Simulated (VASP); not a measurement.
## TiTe2: relaxation of the atoms with LDA

Crystal: TiTe2.

```
Ti Te
1.0
     3.64519    0.00000    0.00000
    -1.82260    3.15683    0.00000
     0.00000    0.00000    6.27806
Ti Te
1 2
Direct
  0.00000 0.00000 0.00000
  0.66667 0.33333 0.27006
  0.33333 0.66667 0.72994
```

The cell isn't the ideal one: a relaxed cell with its volume scaled by 0.98.

```
Program                : VASP 6.6.1
Task                   : relaxation of the atoms
Functional             : LDA
Potentials or basis    : VASP PAW LDA potentials, release 64 (Ti_sv, Te)
Cutoff                 : 520 eV
k mesh                 : 9 × 9 × 6
Occupations            : gaussian, width 0.02 eV
Spin                   : no spin polarisation
Further INCAR settings : ALGO = Normal; EDIFF = 1e-07; IBRION = 2; EDIFFG = -0.002; NSW = 80
```

```yaml
Energy_gained_by_relaxing: 1.0 meV/atom
Ionic_steps: 4
Pressure_after_relaxing: 1.0 GPa
Band_gap_on_the_k_mesh: none (metal or under the smearing width)
```

Stress tensor (GPa, compression positive):
```
1.03 0.00 0.00
0.00 1.03 0.00
0.00 0.00 0.87
```

Step by step:
| step | energy change (eV) | largest force (eV/Å) | pressure (GPa) |
| --- | --- | --- | --- |
| 1 | 0.0000 | 0.1785 | 1.61 |
| 2 | -0.0023 | 0.0840 | 1.28 |
| 3 | -0.0029 | 0.0051 | 0.97 |
| 4 | -0.0029 | 0.0000 | 0.98 |

Final structure:
```
Ti Te
1.0
     3.64519    0.00000    0.00000
    -1.82260    3.15683    0.00000
     0.00000    0.00000    6.27806
Ti Te
1 2
Direct
  0.00000 0.00000 0.00000
  0.66667 0.33333 0.27266
  0.33333 0.66667 0.72734
```

Levels at points of the mesh, in eV from the Fermi level:
| k point | band 8 | band 9 | band 10 | band 11 | band 12 | band 13 | band 14 | band 15 | band 16 |
| --- | --- | --- | --- | --- | --- | --- | --- | --- | --- |
| (0.00, 0.00, 0.00) | -1.62 | -1.62 | 0.21 | 0.46 | 0.46 | 0.90 | 1.45 | 1.45 | 3.27 |
| (0.00, 0.00, 0.50) | -3.14 | -1.51 | -1.51 | 0.45 | 0.45 | 0.96 | 0.96 | 1.20 | 3.92 |

Wall time 65 s on 1 thread of Intel(R) Xeon(R) 6975P-C (Granite Rapids), with other jobs on the host, peak memory 0.21 GiB.

The run has no spin-orbit coupling, so splittings on Te are missing.
